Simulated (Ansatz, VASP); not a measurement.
**BeS in VASP and in Ansatz**

INCAR

```
SYSTEM = BeS
  ALGO = Normal
  EDIFF = 1E-6
  ENCUT = 520
  GGA = PE
  ISIF = 2
  ISMEAR = 0
  LASPH = .True.
  LCHARG = .True.
  LELF = .True.
  LREAL = .False.
  LVHAR = .True.
  LWAVE = .False.
  NBANDS = 11
  NELM = 60
  PREC = Accurate
  SIGMA = 0.02
```

KPOINTS

```
k-points
0
Gamma
  8 8 8
  0 0 0
```

Contents of POSCAR:

```
BeS
1.0
    0.0000000000      2.4621469086      2.4621469086
    2.4621469086      0.0000000000      2.4621469086
    2.4621469086      2.4621469086      0.0000000000
Be S
1 1
Direct
    0.2500000000      0.2500000000      0.2500000000
    0.5000000000      0.5000000000      0.5000000000
```

Input for Ansatz:

```yaml
crystal:
  lattice:
    - [0.0, 2.4621469086, 2.4621469086]
    - [2.4621469086, 0.0, 2.4621469086]
    - [2.4621469086, 2.4621469086, 0.0]
  atoms:
    - { symbol: Be, position: [0.25, 0.25, 0.25] }
    - { symbol: S, position: [0.5, 0.5, 0.5] }
basis:
  ecutwfc: 420
kpoints:
  mp_grid: { grid: [8, 8, 8] }
hamiltonian:
  xc: pbe
scf:
  occupations: { method: gaussian, width: 0.02 }
output:
  forces: true
  stress: true
  eigenvalues: true
```

Alike in both runs: task single point; functional PBE; k mesh 8 × 8 × 8; occupations gaussian, width 0.02 eV; no spin polarisation.

|  | VASP | Ansatz |
| --- | --- | --- |
| version | VASP 6.6.1 | Ansatz 0.2.0 |
| potentials or method | VASP PAW PBE potentials, release 64 (Be, S) | scalar-relativistic, plane waves, PAW |
| plane-wave cutoff (eV) | 520 | 420 |
| valence electrons in the cell | 8 | 8 |

|  | VASP | Ansatz | Ansatz less VASP |
| --- | --- | --- | --- |
| gap on the k mesh at the Fermi level (eV) | 3.21 | 3.21 | -0.001 |
| least direct gap on the mesh (eV) | 5.51 | 5.51 | +0.002 |
| pressure (GPa) | -2.6 | -2.6 | -0.01 |

A k mesh can miss the band edges. PBE gaps usually lie below the measured ones, often by a third to a half.
